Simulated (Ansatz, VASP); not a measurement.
# One calculation of CaSe, two programs

INCAR

```
PREC = Accurate
ENCUT = 520
EDIFF = 1E-7
ISMEAR = 0
SIGMA = 0.01
LREAL = False
LASPH = True
NELM = 80
ALGO = Normal
ISIF = 2
LWAVE = False
LCHARG = True
GGA = PE
LELF = True
LVHAR = True
NBANDS = 15
```

Contents of KPOINTS:

```
Automatic mesh
0
Gamma
  6 6 6
```

The input POSCAR:

```
CaSe
1.0
    0.0000000000      2.9187100436      2.9187100436
    2.9187100436      0.0000000000      2.9187100436
    2.9187100436      2.9187100436      0.0000000000
Ca Se
1 1
Direct
    0.0000000000      0.0000000000      0.0000000000
    0.5000000000      0.5000000000      0.5000000000
```

Input for Ansatz:

```yaml
crystal:
  lattice:
    - [0.0, 2.9187100436, 2.9187100436]
    - [2.9187100436, 0.0, 2.9187100436]
    - [2.9187100436, 2.9187100436, 0.0]
  atoms:
    - { symbol: Ca, position: [0.0, 0.0, 0.0] }
    - { symbol: Se, position: [0.5, 0.5, 0.5] }
kpoints:
  mp_grid: { grid: [6, 6, 6] }
hamiltonian:
  xc: pbe
scf:
  occupations: { method: fixed }
  n_extra_bands: 4
output:
  forces: true
  stress: true
  eigenvalues: true
```

Alike in both runs: task single point; functional PBE; k mesh 6 × 6 × 6; no spin polarisation.

|  | VASP | Ansatz |
| --- | --- | --- |
| version | VASP 6.6.1 | Ansatz 0.2.0 |
| potentials or method | VASP PAW PBE potentials, release 64 (Ca_sv, Se) | plane waves, PAW |
| plane-wave cutoff (eV) | 520 | 420 |
| occupations | gaussian, width 0.01 eV | fixed |
| valence electrons in the cell | 16 | 26 |

|  | VASP | Ansatz | Ansatz less VASP |
| --- | --- | --- | --- |
| gap on the k mesh at the Fermi level (eV) | 1.92 | 1.93 | +0.011 |
| pressure (GPa) | 3.5 | 3.3 | -0.21 |

The two sets of potentials don't hold the same shells in valence.

A k mesh can miss the band edges. PBE gaps usually lie below the measured ones, often by a third to a half.
